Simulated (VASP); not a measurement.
Here is a VASP 6.6.1 calculation.

Contents of INCAR:

```
SYSTEM = TiSi2
ALGO     = Normal         ! electronic algorithm
EDIFF    = 1E-6           ! SCF threshold, eV
EDIFFG   = -0.01          ! ionic threshold
ENCUT    = 600            ! plane-wave cutoff, eV
IBRION   = 2              ! ionic algorithm
ISIF     = 3              ! what is computed and relaxed
ISMEAR   = -1             ! smearing method
LASPH    = .True.         ! aspherical terms in the spheres
LCHARG   = .False.        ! write CHGCAR
LMIXTAU  = .True.       
LREAL    = .False.        ! projectors in reciprocal space
LWAVE    = .False.        ! write WAVECAR
METAGGA  = R2SCAN         ! meta-GGA
NELM     = 80             ! most SCF steps
NSW      = 60             ! ionic steps
PREC     = Accurate       ! precision mode
SIGMA    = 0.05           ! smearing width, eV
```

The input KPOINTS:

```
k-points
0
Gamma
  5 5 5
  0 0 0
```

File POSCAR:

```
TiSi2
1.0
    0.0000000000      4.1175163063      4.2628978354
    2.3895119538      0.0000000000      4.2628978354
    2.3895119538      4.1175163063      0.0000000000
Ti Si
2 4
Direct
    0.7500000000      0.7500000000      0.7500000000
    0.5000000000      0.5000000000      0.5000000000
    0.4125656100      0.0874343900      0.4125656100
    0.0874343900      0.4125656100      0.0874343900
    0.1625656100      0.8374343900      0.1625656100
    0.8374343900      0.1625656100      0.8374343900
```

Potentials or basis: VASP PAW PBE potentials, release 64 (Ti_sv, Si).

The run is started by

```sh
$ cat potpaw_PBE.64/Ti_sv/POTCAR potpaw_PBE.64/Si/POTCAR > POTCAR
$ mpirun -np 1 vasp_std > vasp.out
```

Q: Predict the space group after relaxing (to 0.05 Å).

A: Fddd (No. 70).

Q: What does it give for the band gap on the k mesh?

A: None (metal or under the smearing width).

The path:
| step | energy change (eV) | largest force (eV/Å) | pressure (GPa) | volume (Å³) |
| --- | --- | --- | --- | --- |
| 1 | 0.0000 | 0.0835 | 0.11 | 83.88 |
| 2 | -0.0026 | 0.0724 | -0.27 | 84.00 |
| 3 | -0.0026 | 0.0725 | -0.27 | 84.00 |
| 4 | -0.0038 | 0.0421 | 0.19 | 83.75 |
| 5 | -0.0038 | 0.0326 | 0.31 | 83.68 |
| 6 | -0.0045 | 0.0056 | 0.01 | 83.90 |

Caveat: the PAW data sets were made with another functional, which shifts forces and pressure a little.
